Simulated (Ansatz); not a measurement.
**Y2CF2 MXene bilayer (AB) in a perpendicular field**

Wanted: the out-of-plane response of the Y2CF2 MXene bilayer (AB). A positive field points along +c.

Main program and level: Ansatz 0.2.0; plane-wave DFT, PBE-D3(BJ), Ansatz PAW, in the first sound run; inputs show where later runs differ.

## Step 1: Starting point

The cell holds 10 atoms: 4 F, 4 Y and 2 C. Cell: a = 3.478 Å, b = 3.478 Å, c = 56.010 Å, α = 90.0°, β = 90.0°, γ = 120.0°. Regions: layer 1: Y2CF2 MXene, 5 atoms (2 F, 2 Y and 1 C); layer 2: Y2CF2 MXene, 5 atoms (2 F, 2 Y and 1 C). Vacuum lies along c.

As a file:

```xyz
10
Lattice="3.4778 0.0000 0.0000 -1.7389 3.0118 0.0000 0.0000 0.0000 56.0097" Properties=species:S:1:pos:R:3
F     0.0000    2.0079   21.7500
Y     1.7389    1.0039   22.8302
C     0.0000    0.0000   24.2024
Y     0.0000    2.0079   25.5746
F     1.7389    1.0039   26.6548
F     1.7389    1.0039   29.3548
Y     0.0000    0.0000   30.4350
C     0.0000    2.0079   31.8072
Y     1.7389    1.0039   33.1795
F     0.0000    0.0000   34.2597
```

## Step 2: Relaxation

The starting cell is a guess, so the in-plane lattice and the atoms are relaxed first, with the slab cut off from its images along the normal.

input.yaml

```yaml
crystal:
  lattice:
    - [3.47776, 0.0, 0.0]
    - [-1.73888, 3.0118285083, 0.0]
    - [0.0, 0.0, 56.0096574198]
  atoms:
    - { symbol: F, position: [0.3333333333, 0.6666666667, 0.3883258888] }
    - { symbol: "Y", position: [0.6666666667, 0.3333333333, 0.4076115435] }
    - { symbol: C, position: [0.0, 0.0, 0.4321114513] }
    - { symbol: "Y", position: [0.3333333333, 0.6666666667, 0.4566113591] }
    - { symbol: F, position: [0.6666666667, 0.3333333333, 0.4758970138] }
    - { symbol: F, position: [0.6666666667, 0.3333333333, 0.5241029862] }
    - { symbol: "Y", position: [0.0, 0.0, 0.5433886409] }
    - { symbol: C, position: [0.3333333333, 0.6666666667, 0.5678885487] }
    - { symbol: "Y", position: [0.6666666667, 0.3333333333, 0.5923884565] }
    - { symbol: F, position: [0.0, 0.0, 0.6116741112] }
  periodic: [true, true, false]
kpoints:
  mp_grid: { grid: [12, 12, 1] }
hamiltonian:
  xc: pbe
  dispersion: d3bj
scf:
  occupations: { method: fermi_dirac, width: 0.05 }
  convergence: { dr2_threshold: 1.0e-09 }
relax:
  f_tol: 0.004
  max_steps: 90
  cell: {}
output:
  write_potential: true
  write_density: true
  volumetric_format: npy
```

Command:

```sh
ansatz run input.yaml --threads 4 --pin off --max-ram 6144MiB --backend cpu --events-out ev --progress --plain --runs-dir out
```

Numbers of over 12 decimals in the logs are rounded to 6 here.

Log:

```text
Warning: relax.cell: scf.convergence.dr2_threshold = 1e-9 eV is looser than the 1.97361405407e-10 eV advised for a relaxation that steers and ends on the stress (1e-10 eV for each atom of the cell: 10, times the square of relax.cell.stress_2d_tol = 0.05 N/m over 22.5 Å (the atoms' height at the walk's start and 5 Å past either face), 2.221e-2 GPa, over a crystal's default 0.05). What an SCF threshold leaves in a stress goes as its square root, and in the free energy as the threshold itself, and one threshold admits the most on a small cell: [figures from the program's tests cut] Set scf.convergence.dr2_threshold to 1.97361405407e-10 eV or tighter. [rest of the remark cut]
Engine: ansatz 0.2.0, x86_64-unknown-linux-gnu
Pseudopotentials: kind: paw
Pseudopotential: F, paw, valence charge 7, recommended cutoff 420 eV (normal), F.paw.azcp
Pseudopotential: Y, paw, valence charge 11, recommended cutoff 420 eV (normal), Y.paw.azcp
Pseudopotential: C, paw, valence charge 4, recommended cutoff 420 eV (normal), C.paw.azcp
Functional definition: PBE
  parameter kappa = 0.804
  parameter beta = 0.066725
  exchange = pbe_x(kappa = kappa, mu = beta*pi^2/3)
  correlation = pbe_c(beta = beta)
Crystal: 10 atoms, lattice volume = 586.668 Å³
Basis set: ecut = 420 eV, 11401 PW (Γ), exchange–correlation on 48×48×750 points (8 copies of the dense FFT grid, shifted against one another)
Bands: 50, of which v1, the nominal top of the filled ones, is band 40 counted from 1 (39 counted from 0)
Symmetry: 12 space group operations
Space group: P-3m1 (ITA 164), of the structure as read, at distance tolerance 8.4e-5 Å
k-points: 19 of 144
Non-local potential: F, projectors of the file, l = 0: 2, l = 1: 2, l = 2: 1
Non-local potential: Y, projectors of the file, l = 0: 3, l = 1: 2, l = 2: 2, l = 3: 1
Non-local potential: C, projectors of the file, l = 0: 2, l = 1: 2, l = 2: 1
PAW form: soft (Blöchl's): semilocal exchange-correlation on the pseudo side does not see the compensation charge
PAW one-centre angular grid: F, 110 points (default); XC on 64 Gauss nodes
PAW one-centre angular grid: Y, 590 points (default); XC on 64 Gauss nodes
PAW one-centre angular grid: C, 110 points (default); XC on 64 Gauss nodes
Initial density: superposition of atomic densities (neutral atoms: chi_scale 0, normalization atom), corrected by the library's trained network
Initial wavefunctions: pseudopotential atomic-orbital guess
Functional: x = pbe(κ = 0.804, μ = 0.219515), c = pbe(β = 0.066725)
SCF iter   1: F=—  HF=-19144.167568 eV  |F-HF|=—  |Δ(HF+E_count)|=         —  Δρ=2.64e-3  dr2=5.24e-2  ethr=1.77e-3  ⟨swp⟩=19.8  Hψ=6804  notcnv=0  defer=11
preconditioner: auto → Resta (q_TF=auto, 1.957 Å⁻¹)  ε∞=1.7  [insulator: Δε(μ)=0.960 eV  Ē_g=14.818 eV  σ=0.050 eV  W_gap=1.00  n_scr=34 (ndim 8)  ℏωp=12.3 eV  f_vac=0.733  D(μ)=0.00/eV (n_scr^D=0)  ε∞_Penn≈1.7  vacuum switching on, ρ_ref=1.6e-2 e/Å³]
SCF iter   2: F=—  HF=-19144.162821 eV  |F-HF|=—  |Δ(HF+E_count)|=   4.75e-3  Δρ=1.56e-3  dr2=4.93e-2  ethr=6.54e-5  ⟨swp⟩=4.7  Hψ=2364  notcnv=0  defer=53
SCF iter   3: F=—  HF=-19144.159204 eV  |F-HF|=—  |Δ(HF+E_count)|=   3.62e-3  Δρ=9.02e-4  dr2=2.22e-2  ethr=6.16e-5  ⟨swp⟩=3.1  Hψ=1248  notcnv=0  defer=53
SCF iter   4: F=—  HF=-19144.157250 eV  |F-HF|=—  |Δ(HF+E_count)|=   1.95e-3  Δρ=5.79e-4  dr2=2.98e-3  ethr=2.77e-5  ⟨swp⟩=2.3  Hψ=1257  notcnv=0  defer=54
SCF iter   5: F=—  HF=-19144.156916 eV  |F-HF|=—  |Δ(HF+E_count)|=   3.35e-4  Δρ=2.54e-4  dr2=3.41e-4  ethr=3.73e-6  ⟨swp⟩=3.1  Hψ=1497  notcnv=0  defer=54
SCF iter   6: F=—  HF=-19144.156911 eV  |F-HF|=—  |Δ(HF+E_count)|=   4.43e-6  Δρ=7.85e-5  dr2=2.78e-5  ethr=4.26e-7  ⟨swp⟩=3.3  Hψ=1789  notcnv=0  defer=54
SCF iter   7: F=—  HF=-19144.156824 eV  |F-HF|=—  |Δ(HF+E_count)|=   8.74e-5  Δρ=3.78e-5  dr2=5.85e-6  ethr=3.48e-8  ⟨swp⟩=3.1  Hψ=1989  notcnv=0  defer=54
SCF iter   8: F=—  HF=-19144.156769 eV  |F-HF|=—  |Δ(HF+E_count)|=   5.44e-5  Δρ=9.93e-6  dr2=3.97e-7  ethr=7.31e-9  ⟨swp⟩=2.7  Hψ=1732  notcnv=0  defer=54
SCF iter   9: F=—  HF=-19144.156769 eV  |F-HF|=—  |Δ(HF+E_count)|=   1.40e-7  Δρ=4.71e-6  dr2=8.95e-8  ethr=4.96e-10  ⟨swp⟩=3.0  Hψ=1928  notcnv=0  defer=54
SCF iter  10: F=—  HF=-19144.156769 eV  |F-HF|=—  |Δ(HF+E_count)|=   2.69e-8  Δρ=7.62e-7  dr2=3.66e-9  ethr=1.12e-10  ⟨swp⟩=2.8  Hψ=1704  notcnv=0  defer=54
SCF iter  11: F=-19144.156769 eV  HF=-19144.156769 eV  |F-HF|=8.84e-10  |Δ(HF+E_count)|=   1.15e-8  Δρ=3.08e-7  dr2=3.29e-10  ethr=1.25e-12  ⟨swp⟩=11.8  Hψ=7265  notcnv=0
SCF 1 converged in 11 iterations: F = -19144.156769 eV  dr2 = 3.29e-10
  greatest PAW one-centre occupation: 0.993 electrons in one spin orbital (limit 2), on the Y atom at site 8 (counted from 0), in its partial waves of l = 0
relax step   1: F+E_penalty+E_count = -19144.15676949 eV  Δ(F+E_penalty+E_count) = +0.000e0 eV  max|allowed force component| = 9.681e-1 eV/Å  Δτ_max = 0.0000 Å  P = +13.882 N/m  Ω = 586.668 Å³  fix = [c, alpha, beta]  reactions: c +0.000 N/m  (11 SCF iters, accepted)
Crystal: 10 atoms, lattice volume = 618.876 Å³
Basis set: ecut = 420 eV, 11941 PW (Γ), exchange–correlation on 48×48×750 points (8 copies of the dense FFT grid, shifted against one another)
Initial density: handed on by an earlier stage of this run
Initial wavefunctions: those handed on with the density
iter 1 solved again at ethr=1.38e-3 eV; its pass at ethr=3.10e-3 eV (dr2=1.10e0 eV) is discarded
SCF iter   1: F=—  HF=-19144.713012 eV  |F-HF|=—  |Δ(HF+E_count)|=         —  Δρ=7.84e-3  dr2=1.12e0  ethr=1.38e-3  ⟨swp⟩=2.3  Hψ=5551  notcnv=0  defer=1
preconditioner: auto → Resta (q_TF=auto, 1.940 Å⁻¹)  ε∞=1.7  [insulator: Δε(μ)=0.990 eV  Ē_g=14.567 eV  σ=0.050 eV  W_gap=1.00  n_scr=34 (ndim 8)  ℏωp=11.9 eV  f_vac=0.737  D(μ)=0.00/eV (n_scr^D=0)  ε∞_Penn≈1.7  vacuum switching on, ρ_ref=1.5e-2 e/Å³]
SCF iter   2: F=—  HF=-19144.662782 eV  |F-HF|=—  |Δ(HF+E_count)|=   5.02e-2  Δρ=5.26e-3  dr2=1.26e0  ethr=1.38e-3  ⟨swp⟩=5.9  Hψ=3104  notcnv=0  defer=59
SCF iter   3: F=—  HF=-19144.497251 eV  |F-HF|=—  |Δ(HF+E_count)|=   1.66e-1  Δρ=2.92e-3  dr2=1.18e-1  ethr=1.38e-3  ⟨swp⟩=4.3  Hψ=1725  notcnv=0  defer=57
SCF iter   4: F=—  HF=-19144.483102 eV  |F-HF|=—  |Δ(HF+E_count)|=   1.41e-2  Δρ=1.60e-3  dr2=1.99e-2  ethr=1.48e-4  ⟨swp⟩=4.3  Hψ=1968  notcnv=0  defer=48
SCF iter   5: F=—  HF=-19144.481049 eV  |F-HF|=—  |Δ(HF+E_count)|=   2.05e-3  Δρ=6.77e-4  dr2=2.12e-3  ethr=2.49e-5  ⟨swp⟩=2.8  Hψ=1702  notcnv=0  defer=48
SCF iter   6: F=—  HF=-19144.481354 eV  |F-HF|=—  |Δ(HF+E_count)|=   3.05e-4  Δρ=1.88e-4  dr2=3.72e-4  ethr=2.65e-6  ⟨swp⟩=2.8  Hψ=1637  notcnv=0  defer=48
[...]
relax step   8: F+E_penalty+E_count = -19144.52906459 eV  Δ(F+E_penalty+E_count) = -1.900e-2 eV  max|allowed force component| = 5.939e-4 eV/Å  Δτ_max = 0.0000 Å  P = +0.413 N/m  Ω = 610.720 Å³  fix = [c, alpha, beta]  reactions: c +0.000 N/m  stress off target by 4.13e-1 N/m on what of the cell is left free  SCF on the basis re-selected at this cell (its energy is not comparable with the rows above)  (7 SCF iters)
relax step   9: F+E_penalty+E_count = -19144.52860495 eV  Δ(F+E_penalty+E_count) = +4.596e-4 eV  max|allowed force component| = 6.105e-3 eV/Å  Δτ_max = 0.0028 Å  P = +0.002 N/m  Ω = 612.049 Å³  energy of the carried Pulay correction = -7.628e-4 eV  fix = [c, alpha, beta]  reactions: c +0.000 N/m  (8 SCF iters, accepted)
relax step  10: F+E_penalty+E_count = -19144.52860621 eV  Δ(F+E_penalty+E_count) = -1.257e-6 eV  max|allowed force component| = 2.821e-3 eV/Å  Δτ_max = 0.0003 Å  P = +0.002 N/m  Ω = 612.050 Å³  energy of the carried Pulay correction = -7.637e-4 eV  fix = [c, alpha, beta]  reactions: c +0.000 N/m  (6 SCF iters, accepted)
iter 1 solved again at ethr=1.11e-7 eV; its pass at ethr=3.10e-3 eV (dr2=8.92e-5 eV) is discarded
SCF iter   1: F=—  HF=-19144.529781 eV  |F-HF|=—  |Δ(HF+E_count)|=         —  Δρ=1.20e-5  dr2=1.33e-7  ethr=1.11e-7  ⟨swp⟩=7.3  Hψ=10469  notcnv=0
preconditioner: auto → Resta (q_TF=auto, 1.944 Å⁻¹)  ε∞=1.7  [insulator: Δε(μ)=1.105 eV  Ē_g=14.707 eV  σ=0.050 eV  W_gap=1.00  n_scr=34 (ndim 8)  ℏωp=12.0 eV  f_vac=0.729  D(μ)=0.00/eV (n_scr^D=0)  ε∞_Penn≈1.7  vacuum switching on, ρ_ref=1.6e-2 e/Å³]
SCF iter   2: F=—  HF=-19144.529492 eV  |F-HF|=—  |Δ(HF+E_count)|=   2.88e-4  Δρ=5.39e-6  dr2=6.22e-8  ethr=1.66e-10  ⟨swp⟩=4.6  Hψ=2896  notcnv=0
SCF iter   3: F=—  HF=-19144.529507 eV  |F-HF|=—  |Δ(HF+E_count)|=   1.46e-5  Δρ=2.92e-6  dr2=7.75e-9  ethr=7.78e-11  ⟨swp⟩=2.5  Hψ=1464  notcnv=0
SCF iter   4: F=—  HF=-19144.529515 eV  |F-HF|=—  |Δ(HF+E_count)|=   8.42e-6  Δρ=1.29e-6  dr2=9.13e-9  ethr=9.69e-12  ⟨swp⟩=3.1  Hψ=1797  notcnv=0
iter 5 met the thresholds in force, and the SCF goes on: an eigenvalue changes by 1.93 meV, over its tolerance of 1.08 meV (output.eigenvalues, Limitations)
SCF iter   5: F=-19144.529519 eV  HF=-19144.529518 eV  |F-HF|=6.32e-7  |Δ(HF+E_count)|=   2.59e-6  Δρ=3.91e-7  dr2=2.69e-10  ethr=1.25e-12  ⟨swp⟩=20.5  Hψ=8467  notcnv=0
iter 6 met the thresholds in force, and the SCF goes on: an eigenvalue changes by 7.35 meV, over its tolerance of 1.01 meV (output.eigenvalues, Limitations)
SCF iter   6: F=-19144.529519 eV  HF=-19144.529519 eV  |F-HF|=1.13e-7  |Δ(HF+E_count)|=   5.19e-7  Δρ=1.19e-7  dr2=3.56e-11  ethr=1.00e-12  ⟨swp⟩=13.0  Hψ=6300  notcnv=0
Mixer restart at iter 6: flushing history
SCF iter   7: F=-19144.529519 eV  HF=-19144.529519 eV  |F-HF|=8.95e-10  |Δ(HF+E_count)|=   1.13e-7  Δρ=1.39e-7  dr2=1.95e-10  ethr=1.00e-12  ⟨swp⟩=10.3  Hψ=6109  notcnv=0
SCF 11 converged in 7 iterations: F = -19144.529519 eV  dr2 = 1.95e-10
relax step  11: F+E_penalty+E_count = -19144.52951862 eV  Δ(F+E_penalty+E_count) = -9.124e-4 eV  max|allowed force component| = 2.817e-3 eV/Å  Δτ_max = 0.0000 Å  P = +0.009 N/m  Ω = 612.050 Å³  fix = [c, alpha, beta]  reactions: c +0.000 N/m  stress off target by 9.28e-3 N/m on what of the cell is left free  SCF on the basis re-selected at this cell (its energy is not comparable with the rows above)  (7 SCF iters)
basis re-selected at this cell: Δ(F+E_penalty+E_count) = -9.124e-4 eV, ΔP = +0.007 N/m vs the last step (what re-selecting the basis moved, of the pressure what is left beyond the Pulay correction that the steps carried, after the strain that the cell walked since its last selection, with what the two solves' SCF thresholds leave and, on support functions, any second-order correction that the steps lacked; it is no m [...]
WARN: The output density's exchange-correlation potential varies sharply where the density is thin. Do not read a vacuum level from v_tot or v_xc, or from such a field of the output density. On a cell that repeats whose density bears no net charge and no dipole along the vacuum's axis use v_es (v_loc + v_h of the components); under efield.dipole_correction with no amplitude use v_es + v_field, which holds any externa [...]
SCF converged after 7 iterations
an eigenvalue changed by more than its tolerance at an iteration that met the thresholds in force, so the SCF went on 2 times, its first undamped step at iteration 6: the last check found none over its tolerance
Free energy (F): -19144.529519 eV
Harris-Foulkes:  -19144.529519 eV  (|F-HF|=8.95e-10)
Internal energy: -19144.529516 eV  (E = F + TS)
E sigma→0 (E₀):  -19144.529517 eV
Entropy (-TS):   -0.000003 eV (-0.000 meV/atom)
Fermi energy:    -3.718515 eV
--- Per-component energies (eV) ---
  E_band       = -1564.215238
  E_kinetic    = 2229.359670
  E_local      = -475439.043313  (includes V_loc(G=0)·N_el)
  E_nonlocal   = 544.878055
  E_hartree    = 236461.372276
  E_xc         = -1115.672980
  E_vxc        = -1333.641663  (∫ρ·V_xc dr)
  E_paw        = -12300.426485  (= ΣΔE_a)
  E_vpaw       = -488.521767  (= ΣTr[D̂ρ^β])
  E_aug_tail   = 0.008284  (compensation charges beyond the density's cutoff)
  E_ewald      = 230476.673837
  E_disp       = -1.678860  (pairwise vdW)
  E_smearing   = -0.000003  (= −TS)
  E_closure    = 0.000000  (closes the sum)
  Σ components = -19144.529519   (vs F -19144.529519, Δ=0.00e0)
--- Forces (eV/Å), atoms counted from 1 ---
  atom   1  F      0.00000000     0.00000000    -0.00006474
  atom   2  Y      0.00000000     0.00000000     0.00130584
  atom   3  C     -0.00000000    -0.00000000    -0.00281712
  atom   4  Y     -0.00000000    -0.00000000     0.00162684
  atom   5  F      0.00000000    -0.00000000    -0.00001811
  atom   6  F     -0.00000000     0.00000000     0.00001811
  atom   7  Y     -0.00000000     0.00000000    -0.00162684
  atom   8  C     -0.00000000     0.00000000     0.00281712
  atom   9  Y      0.00000000    -0.00000000    -0.00130584
  atom  10  F      0.00000000    -0.00000000     0.00006474
  max |Σ_I F_I| component: 3.69e-18 eV/Å
--- 2D stress c σ (N/m, compression-positive) ---
        0.009277       0.000000       0.000000
        0.000000       0.009277      -0.000000
        0.000000      -0.000000       0.000000
  P = ½ c Tr σ = 0.0093 N/m
--- Band table (eV; the first three rows and the last of 19) ---
  k-point 0: bands = [... 36 lower, -4.2960, -4.2960, -4.2933, -4.2933, -1.7276, -1.3683, -1.3384, -1.1178, ... 6 higher]
  k-point 1: bands = [... 36 lower, -4.5210, -4.5029, -4.3223, -4.3197, -1.6583, -1.4326, -1.3952, -1.1954, ... 6 higher]
  k-point 2: bands = [... 36 lower, -4.9750, -4.9458, -4.3792, -4.3772, -1.9328, -1.8901, -1.3623, -1.0638, ... 6 higher]
  k-point 18: bands = [... 36 lower, -5.5324, -5.5296, -4.9195, -4.9195, -1.2907, -1.2907, -0.3158, -0.3158, ... 6 higher]
  the weakly bound empty levels are not read free of the cell's end (no_gap_told)
--- Relaxed structure (9 steps of the walk, 8 accepted, 2 SCFs on fresh bases) ---
  F+E_penalty+E_count = -19144.52951862 eV   max|allowed force component| = 2.817e-3 eV/Å   (the final SCF, on the basis selected at the relaxed cell)
  cell:  # Å, volume = 612.0504 Å³
    - [3.552195, 0, 0]
    - [-1.776098, 3.076291, 0]
    - [0, 0, 56.0096574198]
  atoms:
    - { symbol: F, position: [0.333333, 0.666667, 0.382398] }
    - { symbol: Y, position: [0.666667, 0.333333, 0.403406] }
    - { symbol: C, position: [4.465399414389839e-18, 8.190650142718147e-18, 0.427881] }
    - { symbol: Y, position: [0.333333, 0.666667, 0.452348] }
    - { symbol: F, position: [0.666667, 0.333333, 0.473212] }
    - { symbol: F, position: [0.666667, 0.333333, 0.526788] }
    - { symbol: Y, position: [7.388305332871351e-18, 1.4036461979681196e-17, 0.547652] }
    - { symbol: C, position: [0.333333, 0.666667, 0.572119] }
    - { symbol: Y, position: [0.666667, 0.333333, 0.596594] }
    - { symbol: F, position: [7.961132562038313e-18, 1.518211643801516e-17, 0.617602] }
```

The job ended after 2 min (4 threads of Intel Xeon Platinum 8375C at 2.90GHz (Ice Lake), shared host; peak memory 1.4 GiB; 7.8 min of CPU time).

The steps of the relaxation:

| step | energy less that of the first step (eV) | largest force component (eV/Å) | volume (Å³) |
| --- | --- | --- | --- |
| 1 | 0.0000 | 0.9681 | 586.67 |
| 2 | -0.3245 | 0.1125 | 618.88 |
| 3 | -0.3260 | 0.3884 | 606.12 |
| 4 | -0.3510 | 0.0963 | 611.21 |
| 5 | -0.3530 | 0.0214 | 610.87 |
| 6 | -0.3533 | 0.0018 | 610.72 |
| 7 | -0.3533 | 0.0006 | 610.72 |
| 8* | -0.3723 | 0.0006 | 610.72 |
| 9 | -0.3718 | 0.0061 | 612.05 |
| 10 | -0.3718 | 0.0028 | 612.05 |
| 11* | -0.3727 | 0.0028 | 612.05 |

Relaxation steps marked * repeat the geometry before them on a plane-wave basis chosen anew for their cell, so energy and pressure can jump there. Relaxation step 3 was tried and not accepted.

The run keeps the 12 symmetry operations that it works with, so distortions that break them were not tested.

| cell as run | before | after | change |
| --- | --- | --- | --- |
| a (Å) | 3.478 | 3.552 | +2.1 % |
| b (Å) | 3.478 | 3.552 | +2.1 % |

The atoms that moved most (Å, along periodic axes as changes of fractional coordinates times the final cell, across vacuum about the mean position):

| atom | dx | dy | dz | length |
| --- | --- | --- | --- | --- |
| F1 | 0.000 | 0.000 | -0.332 | 0.332 |
| F10 | 0.000 | 0.000 | 0.332 | 0.332 |
| Y7 | 0.000 | 0.000 | 0.239 | 0.239 |
| Y4 | 0.000 | 0.000 | -0.239 | 0.239 |
| C3 | 0.000 | 0.000 | -0.237 | 0.237 |
| C8 | 0.000 | 0.000 | 0.237 | 0.237 |
| Y9 | 0.000 | 0.000 | 0.236 | 0.236 |
| Y2 | 0.000 | 0.000 | -0.236 | 0.236 |

Final coordinates:

```cif
data_structure
_symmetry_space_group_name_H-M 'P 1'
_symmetry_Int_Tables_number 1
_cell_length_a 3.5522
_cell_length_b 3.5522
_cell_length_c 56.0097
_cell_angle_alpha 90.000
_cell_angle_beta 90.000
_cell_angle_gamma 120.000
_cell_volume 612.05
loop_
_atom_site_label
_atom_site_type_symbol
_atom_site_fract_x
_atom_site_fract_y
_atom_site_fract_z
_atom_site_occupancy
F1 F 0.33333 0.66667 0.38240 1
Y2 Y 0.66667 0.33333 0.40341 1
C3 C 0.00000 0.00000 0.42788 1
Y4 Y 0.33333 0.66667 0.45235 1
F5 F 0.66667 0.33333 0.47321 1
F6 F 0.66667 0.33333 0.52679 1
Y7 Y 0.00000 0.00000 0.54765 1
C8 C 0.33333 0.66667 0.57212 1
Y9 Y 0.66667 0.33333 0.59659 1
F10 F 0.00000 0.00000 0.61760 1
```

The lattice constant a goes from 3.478 to 3.552 Å.

(Continued in part 2 of 3.)

[Logs are printed without paths, hosts, clocks, repeated set-up lines and the standing remarks that a program may print on its own settings, such as how far it seeks lower states.]

[Hosts, paths, dates, database ids (printed as entryN), source tags and the programs' standing remarks are cut or masked in the printed files.]

[Maps of the electrostatic potential energy from Ansatz leave out the sawtooth potential of an applied field or a dipole correction, so their vacuum need not be flat; planar profiles and work functions include it.]
